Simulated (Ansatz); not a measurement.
# HfO2 (Pca2_1) in Ansatz: a series of runs

Aim: see how the results for HfO2 move with the level of theory and the settings. Levels: PBEsol, rPW86-PBE, PBE. Tasks: relaxation of cell and atoms, single point.

All numbers are computed with Ansatz 0.2.0; they aren't measurements. Logs are shortened: lines on timing, memory, paths and dates and some standing lists are left out, and cuts for length are marked.

### 1 The crystal as given

Symmetry: Pca2_1, No. 29, orthorhombic system. The conventional cell has a = 5.219 Å, b = 5.005 Å, c = 5.033 Å, α = 90.00°, β = 90.00°, γ = 90.00°. Around Hf (site symmetry 1) lie 7 O at 2.02 to 2.23 Å. O (site symmetry 1) is surrounded by 3 Hf at 2.02 to 2.13 Å. Around O (site symmetry 1) lie 4 Hf at 2.11 to 2.23 Å.

Measurements of this composition are mostly on another form, of space group No. 14.

### 2 Relaxation of cell and atoms, PBEsol

File input.yaml:

```yaml
crystal:
  lattice:
    - [5.21946336, 0.0, 0.0]
    - [0.0, 5.00476369, 0.0]
    - [0.0, 0.0, 5.03268505]
  atoms:
    - { symbol: Hf, position: [0.966994, 0.73252082, 0.74144035] }
    - { symbol: Hf, position: [0.533006, 0.73252082, 0.24144035] }
    - { symbol: Hf, position: [0.466994, 0.26747918, 0.74144035] }
    - { symbol: Hf, position: [0.033006, 0.26747918, 0.24144035] }
    - { symbol: O, position: [0.63212745, 0.9286454, 0.87926726] }
    - { symbol: O, position: [0.86787255, 0.9286454, 0.37926726] }
    - { symbol: O, position: [0.23394852, 0.53988305, 0.49229239] }
    - { symbol: O, position: [0.26605148, 0.53988305, 0.99229239] }
    - { symbol: O, position: [0.76605148, 0.46011695, 0.99229239] }
    - { symbol: O, position: [0.73394852, 0.46011695, 0.49229239] }
    - { symbol: O, position: [0.13212745, 0.0713546, 0.87926726] }
    - { symbol: O, position: [0.36787255, 0.0713546, 0.37926726] }
hamiltonian:
  xc: pbesol
  pseudopotentials: { kind: paw }
kpoints:
  mp_grid: { grid: [5, 6, 5] }
scf:
  occupations: { method: fermi_dirac, width: 0.05 }
output:
  forces: true
  stress: true
relax:
  f_tol: 0.01
  max_steps: 40
  cell: { stress_tol: 0.05 }
```

Potentials or basis: Ansatz PAW.

Run with:

```console
> ansatz run input.yaml --threads 2 --pin off --max-ram 5120MiB --backend cpu --events-out ev --progress --plain --runs-dir out
```

Output:

```text
Warning: RAYON_NUM_THREADS=2 ignored (pool sized by the plan → 2); use --threads N
Engine: ansatz 0.2.0, aarch64-unknown-linux-gnu
Pseudopotentials: kind: paw
Pseudopotential: Hf, paw, valence charge 26, recommended cutoff 420 eV (normal), Hf.paw.azcp
Pseudopotential: O, paw, valence charge 6, recommended cutoff 420 eV (normal), O.paw.azcp
Functional definition: PBEsol
  exchange = pbesol_x
  correlation = pbesol_c
Crystal: 12 atoms, lattice volume = 131.465 Å³
Basis set: ecut = 420 eV, 2577 PW (Γ), exchange–correlation on 72×72×72 points (8 copies of the dense FFT grid, shifted against one another)
Bands: 92, of which v1, the nominal top of the filled ones, is band 76 counted from 1 (75 counted from 0)
Symmetry: 4 space group operations
Space group: Pca21 (ITA 29), of the structure as read, at distance tolerance 5.1e-5 Å
k-points: 36 of 150 (time reversal used)
Non-local potential: Hf, projectors of the file, l = 0: 3, l = 1: 2, l = 2: 2, l = 3: 3
Non-local potential: O, projectors of the file, l = 0: 2, l = 1: 2, l = 2: 1
PAW form: soft (Blöchl's): semilocal exchange-correlation on the pseudo side does not see the compensation charge
PAW frozen core: Hf, regenerated for the run's functional, and the local potential with it (the file was generated under x = pbe(κ = 0.804, μ = 0.2195149727645171), c = pbe(β = 0.06672455060314922))
PAW frozen core: O, regenerated for the run's functional, and the local potential with it (the file was generated under x = pbe(κ = 0.804, μ = 0.2195149727645171), c = pbe(β = 0.06672455060314922))
PAW one-centre angular grid: Hf, 590 points (default); XC on 64 Gauss nodes
PAW one-centre angular grid: O, 110 points (default); XC on 64 Gauss nodes
Initial density: superposition of atomic densities (neutral atoms: chi_scale 0, normalization atom), corrected by the library's trained network
Initial wavefunctions: pseudopotential atomic-orbital guess
Functional: x = pbesol(κ = 0.804, μ = 0.12345679012345678), c = pbesol(β = 0.046)
SCF iter   1: F=—  HF=-66900.993420 eV  |F-HF|=—  |Δ(HF+E_count)|=         —  Δρ=1.85e-2  dr2=3.60e-1  ethr=1.77e-3  ⟨swp⟩=5.4  Hψ=10338  notcnv=0  defer=103
preconditioner: auto → Resta (q_TF=auto, 2.795 Å⁻¹)  ε∞=5.6  [insulator: Δε(μ)=4.197 eV  Ē_g=18.122 eV  σ=0.050 eV  W_gap=1.00  n_scr=52 (ndim 8)  ℏωp=38.9 eV  f_vac=0.038  D(μ)=0.00/eV (n_scr^D=0)  ε∞_Penn≈5.6]
SCF iter   2: F=—  HF=-66900.900609 eV  |F-HF|=—  |Δ(HF+E_count)|=   9.28e-2  Δρ=2.90e-3  dr2=4.74e-3  ethr=2.37e-4  ⟨swp⟩=2.0  Hψ=6103  notcnv=0  defer=347
SCF iter   3: F=—  HF=-66900.900872 eV  |F-HF|=—  |Δ(HF+E_count)|=   2.63e-4  Δρ=1.55e-3  dr2=1.78e-3  ethr=3.12e-6  ⟨swp⟩=2.0  Hψ=4718  notcnv=0  defer=347
SCF iter   4: F=—  HF=-66900.901428 eV  |F-HF|=—  |Δ(HF+E_count)|=   5.56e-4  Δρ=7.24e-4  dr2=5.15e-4  ethr=1.17e-6  ⟨swp⟩=2.9  Hψ=6602  notcnv=0  defer=347
SCF iter   5: F=—  HF=-66900.901104 eV  |F-HF|=—  |Δ(HF+E_count)|=   3.24e-4  Δρ=1.81e-4  dr2=4.63e-5  ethr=3.39e-7  ⟨swp⟩=2.1  Hψ=5144  notcnv=0  defer=347
SCF iter   6: F=—  HF=-66900.901288 eV  |F-HF|=—  |Δ(HF+E_count)|=   1.84e-4  Δρ=4.99e-5  dr2=4.20e-6  ethr=3.04e-8  ⟨swp⟩=2.0  Hψ=5701  notcnv=0  defer=347
SCF iter   7: F=—  HF=-66900.901288 eV  |F-HF|=—  |Δ(HF+E_count)|=   2.69e-8  Δρ=3.70e-5  dr2=1.36e-6  ethr=2.77e-9  ⟨swp⟩=2.0  Hψ=5141  notcnv=0  defer=347
SCF iter   8: F=-66900.901287 eV  HF=-66900.901287 eV  |F-HF|=1.23e-8  |Δ(HF+E_count)|=   2.00e-7  Δρ=6.02e-6  dr2=4.47e-8  ethr=6.58e-11  ⟨swp⟩=3.3  Hψ=13951  notcnv=0
SCF 1 converged in 8 iterations: F = -66900.901287 eV  dr2 = 4.47e-8
relax step   1: F+E_penalty+E_count = -66900.90128746 eV  Δ(F+E_penalty+E_count) = +0.000e0 eV  max|allowed force component| = 9.262e-2 eV/Å  Δτ_max = 0.0000 Å  P = +1.679 GPa  Ω = 131.465 Å³  (8 SCF iters, dr2 threshold 1.00e-7 eV, accepted)
Crystal: 12 atoms, lattice volume = 132.425 Å³
Basis set: ecut = 420 eV, 2597 PW (Γ), exchange–correlation on 72×72×72 points (8 copies of the dense FFT grid, shifted against one another)
Initial density: handed on by an earlier stage of this run
Initial wavefunctions: those handed on with the density
iter 1 solved again at ethr=1.22e-6 eV; its pass at ethr=3.10e-3 eV (dr2=1.85e-3 eV) is discarded
SCF iter   1: F=—  HF=-66900.901833 eV  |F-HF|=—  |Δ(HF+E_count)|=         —  Δρ=1.16e-3  dr2=1.39e-3  ethr=1.22e-6  ⟨swp⟩=2.0  Hψ=13410  notcnv=0
preconditioner: auto → Resta (q_TF=auto, 2.792 Å⁻¹)  ε∞=5.6  [insulator: Δε(μ)=4.358 eV  Ē_g=18.137 eV  σ=0.050 eV  W_gap=1.00  n_scr=52 (ndim 8)  ℏωp=38.7 eV  f_vac=0.036  D(μ)=0.00/eV (n_scr^D=0)  ε∞_Penn≈5.6]
SCF iter   2: F=—  HF=-66900.901505 eV  |F-HF|=—  |Δ(HF+E_count)|=   3.29e-4  Δρ=5.24e-4  dr2=4.04e-4  ethr=9.13e-7  ⟨swp⟩=2.0  Hψ=4205  notcnv=0
SCF iter   3: F=—  HF=-66900.901600 eV  |F-HF|=—  |Δ(HF+E_count)|=   9.55e-5  Δρ=2.34e-4  dr2=8.65e-5  ethr=2.66e-7  ⟨swp⟩=2.1  Hψ=3855  notcnv=0
SCF iter   4: F=—  HF=-66900.901578 eV  |F-HF|=—  |Δ(HF+E_count)|=   2.22e-5  Δρ=6.60e-5  dr2=5.70e-6  ethr=5.69e-8  ⟨swp⟩=2.0  Hψ=5904  notcnv=0
SCF iter   5: F=—  HF=-66900.901582 eV  |F-HF|=—  |Δ(HF+E_count)|=   3.87e-6  Δρ=2.98e-5  dr2=1.07e-6  ethr=7.89e-10  ⟨swp⟩=5.0  Hψ=12731  notcnv=0
SCF iter   6: F=-66900.901580 eV  HF=-66900.901581 eV  |F-HF|=7.64e-8  |Δ(HF+E_count)|=   1.31e-6  Δρ=1.34e-5  dr2=1.69e-7  ethr=7.07e-10  ⟨swp⟩=4.8  Hψ=12327  notcnv=0
SCF 2 converged in 6 iterations: F = -66900.901580 eV  dr2 = 1.69e-7
relax step   2: F+E_penalty+E_count = -66900.90158047 eV  Δ(F+E_penalty+E_count) = -2.930e-4 eV  max|allowed force component| = 4.081e-2 eV/Å  Δτ_max = 0.0038 Å  P = -0.363 GPa  Ω = 132.425 Å³  energy of the carried Pulay correction = -5.276e-3 eV  (6 SCF iters, dr2 threshold 1.20e-6 eV, accepted)
Crystal: 12 atoms, lattice volume = 132.282 Å³
iter 1 solved again at ethr=4.73e-8 eV; its pass at ethr=3.10e-3 eV (dr2=7.19e-5 eV) is discarded
[... 28 lines left out ...]
basis re-selected at this cell: Δ(F+E_penalty+E_count) = -4.689e-3 eV, ΔP = +0.057 GPa vs the last step (what re-selecting the basis moved, of the pressure what is left beyond the Pulay correction that the steps carried, after the strain that the cell walked since its last selection, with what the two solves' SCF thresholds leave and, on support functions, any second-order correction that the steps lacked; it is no measure of the basis error at this ecutwfc). This SCF's stress stands 6.59e-2 GPa from its target on what of the cell is left free (relax.cell.stress_tol is 5.00e-2 GPa) and its largest allowed force component is 2.26e-3 eV/Å (relax.f_tol is 1.00e-2 eV/Å): not within both, so this SCF does not close the relaxation
Crystal: 12 atoms, lattice volume = 132.222 Å³
iter 1 solved again at ethr=1.36e-8 eV; its pass at ethr=3.10e-3 eV (dr2=2.07e-5 eV) is discarded
SCF iter   1: F=—  HF=-66900.907954 eV  |F-HF|=—  |Δ(HF+E_count)|=         —  Δρ=1.98e-4  dr2=2.09e-5  ethr=1.36e-8  ⟨swp⟩=2.9  Hψ=10325  notcnv=0
SCF iter   2: F=—  HF=-66900.908167 eV  |F-HF|=—  |Δ(HF+E_count)|=   2.13e-4  Δρ=1.04e-4  dr2=5.75e-6  ethr=1.36e-8  ⟨swp⟩=1.0  Hψ=3312  notcnv=0
SCF iter   3: F=—  HF=-66900.908180 eV  |F-HF|=—  |Δ(HF+E_count)|=   1.32e-5  Δρ=2.11e-5  dr2=4.78e-7  ethr=3.78e-9  ⟨swp⟩=2.0  Hψ=5210  notcnv=0
SCF iter   4: F=—  HF=-66900.908180 eV  |F-HF|=—  |Δ(HF+E_count)|=   4.83e-8  Δρ=8.27e-6  dr2=7.36e-8  ethr=3.14e-10  ⟨swp⟩=2.0  Hψ=5344  notcnv=0
SCF iter   5: F=-66900.908180 eV  HF=-66900.908180 eV  |F-HF|=1.92e-9  |Δ(HF+E_count)|=   6.55e-9  Δρ=2.14e-6  dr2=5.33e-9  ethr=7.15e-12  ⟨swp⟩=3.6  Hψ=13474  notcnv=0
SCF 6 converged in 5 iterations: F = -66900.908180 eV  dr2 = 5.33e-9
relax step   6: F+E_penalty+E_count = -66900.90817977 eV  Δ(F+E_penalty+E_count) = -3.451e-5 eV  max|allowed force component| = 1.363e-3 eV/Å  Δτ_max = 0.0014 Å  P = +0.037 GPa  Ω = 132.222 Å³  energy of the carried Pulay correction = +2.726e-5 eV  (5 SCF iters, dr2 threshold 1.09e-8 eV, accepted)
iter 1 solved again at ethr=1.03e-7 eV; its pass at ethr=3.10e-3 eV (dr2=1.57e-4 eV) is discarded
SCF iter   1: F=—  HF=-66900.907924 eV  |F-HF|=—  |Δ(HF+E_count)|=         —  Δρ=2.53e-6  dr2=5.40e-9  ethr=1.03e-7  ⟨swp⟩=3.1  Hψ=19569  notcnv=0
eigensolver tolerance schedule: the retry pair's looser diagonalisation over-reported the residual by 28999.32 of it (diagonalisation noise at 26.80 of the residual, at the tolerance the schedule requests for it); recorded, not acted on — ethr = c·dr2/N_el stays at c = 1.0e-1
SCF iter   2: F=—  HF=-66900.908157 eV  |F-HF|=—  |Δ(HF+E_count)|=   2.33e-4  Δρ=1.80e-6  dr2=3.46e-9  ethr=3.55e-12  ⟨swp⟩=3.9  Hψ=9840  notcnv=0
SCF iter   3: F=—  HF=-66900.908157 eV  |F-HF|=—  |Δ(HF+E_count)|=  1.16e-10  Δρ=1.00e-6  dr2=1.23e-9  ethr=2.28e-12  ⟨swp⟩=2.7  Hψ=5576  notcnv=0
SCF iter   4: F=—  HF=-66900.908157 eV  |F-HF|=—  |Δ(HF+E_count)|=  3.20e-10  Δρ=6.02e-7  dr2=4.03e-10  ethr=1.00e-12  ⟨swp⟩=2.2  Hψ=4924  notcnv=0
SCF iter   5: F=-66900.908157 eV  HF=-66900.908157 eV  |F-HF|=4.37e-11  |Δ(HF+E_count)|=  1.02e-10  Δρ=3.53e-7  dr2=4.97e-11  ethr=1.00e-12  ⟨swp⟩=3.2  Hψ=12333  notcnv=0
SCF 7 converged in 5 iterations: F = -66900.908157 eV  dr2 = 4.97e-11
relax step   7: F+E_penalty+E_count = -66900.90815683 eV  Δ(F+E_penalty+E_count) = +2.295e-5 eV  max|allowed force component| = 1.363e-3 eV/Å  Δτ_max = 0.0000 Å  P = +0.037 GPa  Ω = 132.222 Å³  stress off target by 4.21e-2 GPa  SCF on the basis re-selected at this cell (its energy is not comparable with the rows above)  (5 SCF iters)
basis re-selected at this cell: Δ(F+E_penalty+E_count) = +2.295e-5 eV, ΔP = +0.000 GPa vs the last step (what re-selecting the basis moved, of the pressure what is left beyond the Pulay correction that the steps carried, after the strain that the cell walked since its last selection, with what the two solves' SCF thresholds leave and, on support functions, any second-order correction that the steps lacked; it is no measure of the basis error at this ecutwfc). This SCF's stress stands 4.21e-2 GPa from its target on what of the cell is left free (relax.cell.stress_tol is 5.00e-2 GPa) and its largest allowed force component is 1.36e-3 eV/Å (relax.f_tol is 1.00e-2 eV/Å): within both
SCF converged after 5 iterations
Free energy (F): -66900.908157 eV
Harris-Foulkes:  -66900.908157 eV  (|F-HF|=4.37e-11)
Internal energy: -66900.908157 eV  (E = F + TS)
E sigma→0 (E₀):  -66900.908157 eV
Fermi energy:    17.128862 eV
--- Per-component energies (eV) ---
  E_band       = 139.950342
  E_kinetic    = 3087.759831
  E_local      = -23433.560201  (includes V_loc(G=0)·N_el)
  E_nonlocal   = -4562.080960
  E_hartree    = 10730.619726
  E_xc         = -1774.491312
  E_vxc        = -1813.341922  (∫ρ·V_xc dr)
  E_paw        = -28446.966013  (= ΣΔE_a)
  E_vpaw       = 5399.914283  (= ΣTr[D̂ρ^β])
  E_aug_tail   = 0.019706  (compensation charges beyond the density's cutoff)
  E_ewald      = -22507.495605
  E_core_change = 5.286670  (= ΣΔE_core)
  E_smearing   = -0.000000  (= −TS)
  E_closure    = 0.000000  (closes the sum)
  Σ components = -66900.908157   (vs F -66900.908157, Δ=0.00e0)
--- Forces (eV/Å), atoms counted from 1 ---
  atom   1  Hf     0.00074005    -0.00096291     0.00090907
  atom   2  Hf    -0.00074005    -0.00096291     0.00090907
  atom   3  Hf     0.00074005     0.00096291     0.00090907
  atom   4  Hf    -0.00074005     0.00096291     0.00090907
  atom   5  O      0.00055412    -0.00003411    -0.00097371
  atom   6  O     -0.00055412    -0.00003411    -0.00097371
  atom   7  O     -0.00136320    -0.00071080     0.00006477
  atom   8  O      0.00136320    -0.00071080     0.00006477
  atom   9  O      0.00136320     0.00071080     0.00006477
  atom  10  O     -0.00136320     0.00071080     0.00006477
  atom  11  O      0.00055412     0.00003411    -0.00097371
  atom  12  O     -0.00055412     0.00003411    -0.00097371
  max |Σ_I F_I| component: 5.42e-7 eV/Å
--- Stress (GPa, compression-positive) ---
        0.042094       0.000000      -0.000000
        0.000000       0.032602       0.000000
       -0.000000       0.000000       0.037625
  P = ⅓ Tr σ = 0.0374 GPa (0.374 kbar)
--- Relaxed structure (5 steps of the walk, 5 accepted, 2 SCFs on fresh bases) ---
  F+E_penalty+E_count = -66900.90815683 eV   max|allowed force component| = 1.363e-3 eV/Å   (the final SCF, on the basis selected at the relaxed cell)
  cell:  # Å, volume = 132.2222 Å³
    - [5.22772029658131, 0.0, 0.0]
    - [0.0, 5.017086980618814, 0.0]
    - [0.0, 0.0, 5.041275450456023]
  atoms:
    - { symbol: Hf, position: [0.9670743263522419, 0.7324385068143908, 0.7422993406752654] }
    - { symbol: Hf, position: [0.5329256736477581, 0.7324385068143908, 0.24229934067526532] }
    - { symbol: Hf, position: [0.4670743263522419, 0.2675614931856092, 0.7422993406752654] }
    - { symbol: Hf, position: [0.032925673647758134, 0.2675614931856092, 0.24229934067526532] }
    - { symbol: O, position: [0.6319855426646408, 0.9282791399807904, 0.87992054976141] }
    - { symbol: O, position: [0.8680144573353593, 0.9282791399807904, 0.3799205497614097] }
    - { symbol: O, position: [0.2340325093903957, 0.5403522643286346, 0.49078010956332524] }
    - { symbol: O, position: [0.26596749060960434, 0.5403522643286346, 0.9907801095633255] }
    - { symbol: O, position: [0.7659674906096042, 0.45964773567136563, 0.9907801095633255] }
    - { symbol: O, position: [0.7340325093903958, 0.45964773567136563, 0.49078010956332524] }
    - { symbol: O, position: [0.13198554266464074, 0.07172086001920974, 0.87992054976141] }
    - { symbol: O, position: [0.36801445733535926, 0.07172086001920974, 0.3799205497614097] }
```

Wall time 2.6 min (2 threads of Arm Neoverse V1, shared host); peak memory 0.63 GiB.

What came out:

| Property | Result |
| --- | --- |
| Free energy | -66900.9082 eV |
| Relaxed volume | 11.02 Å³/atom |
| Relaxed cell | a = 5.228 Å, b = 5.017 Å, c = 5.041 Å, α = 90.00°, β = 90.00°, γ = 90.00° |
| Space group after relaxing (to 0.05 Å) | Pca2_1 (No. 29) |
| Energy gained by relaxing | 0.6 meV/atom |
| Ionic steps | 7 |
| Pressure after relaxing | 0.0 GPa |
| Band gap on the k mesh | 4.36 eV |

The path:
| step | energy change (eV) | largest force (eV/Å) | volume (Å³) |
| --- | --- | --- | --- |
| 1 | 0.0000 | 0.0958 | 131.46 |
| 2 | -0.0003 | 0.0412 | 132.42 |
| 3 | -0.0016 | 0.0276 | 132.28 |
| 4 | -0.0022 | 0.0026 | 132.23 |
| 5 | -0.0069 | 0.0027 | 132.23 |
| 6 | -0.0069 | 0.0015 | 132.22 |
| 7 | -0.0069 | 0.0015 | 132.22 |

Final structure:
```
Hf O
1.0
     5.22772    0.00000    0.00000
     0.00000    5.01709    0.00000
     0.00000    0.00000    5.04128
Hf O
4 8
Direct
  0.96707 0.73244 0.74230
  0.53293 0.73244 0.24230
  0.46707 0.26756 0.74230
  0.03293 0.26756 0.24230
  0.63199 0.92828 0.87992
  0.86801 0.92828 0.37992
  0.23403 0.54035 0.49078
  0.26597 0.54035 0.99078
  0.76597 0.45965 0.99078
  0.73403 0.45965 0.49078
  0.13199 0.07172 0.87992
  0.36801 0.07172 0.37992
```

Caveat: odd divisions of the mesh miss points on the zone boundary, where band edges often lie, so the gap on the mesh can be too wide; the plane-wave basis is chosen anew once the cell has moved, so the energies of steps on either side of that aren't comparable; the pressure holds a Pulay correction of +0.9 GPa for the finite cutoff; spin-orbit coupling is left out, which moves the levels of the heavy elements; the PAW data sets come from PBE, with cores solved anew for the run's functional, which leaves a small shift of forces and pressure.

### 3 Relaxation of cell and atoms, rPW86-PBE

Edit input.yaml of step 2 so:

```diff
@@ -19,3 +19,3 @@
 hamiltonian:
-  xc: pbesol
+  xc: { exchange: rpw86, correlation: pbe }
   pseudopotentials: { kind: paw }
@@ -28,2 +28,6 @@
   stress: true
+  write_density: true
+  write_potential: true
+  elf: true
+  volumetric_format: npy
 relax:
```

Potentials or basis: Ansatz PAW.

Run with:

```console
> ansatz run input.yaml --threads 2 --pin off --max-ram 5120MiB --backend cpu --events-out ev --progress --plain --runs-dir out
```

Run time: 5.5 min. Hardware: 2 threads of Arm Neoverse V1, shared host; peak memory 0.7 GiB.

The run converged. Its results:

```yaml
Free_energy: -67778.3351 eV
Relaxed_volume: 11.79 Å³/atom
Relaxed_cell: a = 5.362 Å, b = 5.117 Å, c = 5.156 Å, α = 90.00°, β = 90.00°, γ = 90.00°
Space_group_after_relaxing_to_0.05_Å: Pca2_1 (No. 29)
Energy_gained_by_relaxing: 40.8 meV/atom
Ionic_steps: 11
Pressure_after_relaxing: 0.0 GPa
Largest_force_after_relaxing: 0.005 eV/Å
Band_gap_on_the_k_mesh: 4.34 eV, indirect (least direct gap 4.59 eV)
```

Forces in eV/Å, atoms in the order of the input:
```
Hf  -0.001  0.005 -0.001
Hf   0.001  0.005 -0.001
Hf  -0.001 -0.005 -0.001
Hf   0.001 -0.005 -0.001
O    0.000 -0.001  0.000
O    0.000 -0.001  0.000
O    0.002 -0.002  0.001
O   -0.002 -0.002  0.001
O   -0.002  0.002  0.001
O    0.002  0.002  0.001
O    0.000  0.001  0.000
O    0.000  0.001  0.000
```

Step by step:
| step | energy change (eV) | largest force (eV/Å) | volume (Å³) |
| --- | --- | --- | --- |
| 1 | 0.0000 | 0.1894 | 131.46 |
| 2 | -0.3765 | 0.1042 | 142.28 |
| 3 | -0.4090 | 0.0844 | 140.49 |
| 4 | -0.4088 | 0.1856 | 141.17 |
| 5 | -0.4149 | 0.0605 | 140.85 |
| 6 | -0.4164 | 0.0434 | 140.88 |
| 7 | -0.4173 | 0.0013 | 140.86 |
| 8 | -0.4880 | 0.0047 | 140.86 |
| 9 | -0.4867 | 0.0048 | 141.41 |
| 10 | -0.4864 | 0.0055 | 141.48 |
| 11 | -0.4892 | 0.0054 | 141.48 |

Final structure:
```yaml
crystal:
  lattice:
    - [5.36211, 0.00000, 0.00000]
    - [0.00000, 5.11687, 0.00000]
    - [0.00000, 0.00000, 5.15636]
  atoms:
    - { symbol: Hf, position: [0.96805, 0.73516, 0.73733] }
    - { symbol: Hf, position: [0.53195, 0.73516, 0.23733] }
    - { symbol: Hf, position: [0.46805, 0.26484, 0.73733] }
    - { symbol: Hf, position: [0.03195, 0.26484, 0.23733] }
    - { symbol: O, position: [0.63727, 0.93696, 0.88670] }
    - { symbol: O, position: [0.86273, 0.93696, 0.38670] }
    - { symbol: O, position: [0.22336, 0.53389, 0.48897] }
    - { symbol: O, position: [0.27664, 0.53389, 0.98897] }
    - { symbol: O, position: [0.77664, 0.46611, 0.98897] }
    - { symbol: O, position: [0.72336, 0.46611, 0.48897] }
    - { symbol: O, position: [0.13727, 0.06304, 0.88670] }
    - { symbol: O, position: [0.36273, 0.06304, 0.38670] }
```

Levels at points of the mesh, in eV from the valence-band top:
| k point | band 73 | band 74 | band 75 | band 76 | band 77 | band 78 | band 79 | band 80 |
| --- | --- | --- | --- | --- | --- | --- | --- | --- |
| (0.00, 0.00, 0.00) | -0.66 | -0.18 | -0.09 | 0.00 | 4.74 | 4.96 | 5.17 | 5.43 |
| (0.00, -0.50, 0.00) | -0.72 | -0.40 | -0.16 | -0.16 | 4.44 | 4.75 | 4.83 | 5.32 |

Caveat: odd divisions of the mesh miss points on the zone boundary, where band edges often lie, so the gap on the mesh can be too wide; the plane-wave basis is chosen anew once the cell has moved, so the energies of steps on either side of that aren't comparable; the pressure holds a Pulay correction of +0.8 GPa for the finite cutoff; spin-orbit coupling is left out, which moves the levels of the heavy elements; the PAW data sets come from PBE, with cores solved anew for the run's functional, which leaves a small shift of forces and pressure. A k mesh can miss the band edges.

(Continued in part 2 of 2.)
